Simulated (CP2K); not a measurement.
Crystal: TiO2.

```
Ti O
1.0
     4.54535    0.00000    0.00000
     0.00000    5.51962    0.00000
     0.00000    0.00000    4.90920
Ti O
4 8
Direct
  0.00000 0.17299 0.75000
  0.50000 0.32701 0.25000
  0.00000 0.82701 0.25000
  0.50000 0.67299 0.75000
  0.27145 0.38172 0.91865
  0.77145 0.11828 0.08135
  0.22855 0.11828 0.41865
  0.72855 0.38172 0.58135
  0.27145 0.61828 0.41865
  0.77145 0.88172 0.58135
  0.22855 0.88172 0.91865
  0.72855 0.61828 0.08135
```

Measurements of this composition are mostly on another form, of space group No. 141.

Base run:

| Item | Value |
| --- | --- |
| Program | CP2K 2026.2 |
| Functional | PBEsol |
| Potentials or basis | GTH_POTENTIALS Ti GTH-PBE-q12, O GTH-PBE-q6; DZVP-MOLOPT-SR-GTH basis |
| Density cutoff | 8163 eV |
| k mesh | 5 × 4 × 4 |
| Occupations | fermi-dirac, width 0.05 eV |
| Spin | no spin polarisation |
| Hubbard terms | Ti d U = 6.0 eV |

Its results: band gap on the k mesh 3.19 eV, direct; largest force 0.255 eV/Å.

**Question.** The run is repeated on the same cell with these changes: hubbard terms from Ti d U = 6.0 eV to Ti d U = 8.0 eV. What comes out?

**Answer.** Band gap on the k mesh 3.43 eV, direct; largest force 0.327 eV/Å.

Caveats: this program's U acts on Mulliken populations of all basis functions of the shell, so it isn't the U of plane-wave codes; energies scatter by some meV and the pressure isn't listed; the potentials were made for another functional, which shifts forces and pressure; an odd mesh through Γ misses points on the zone boundary, where band edges often lie; the basis of atomic orbitals isn't converged, which shifts pressures, moduli and gaps.
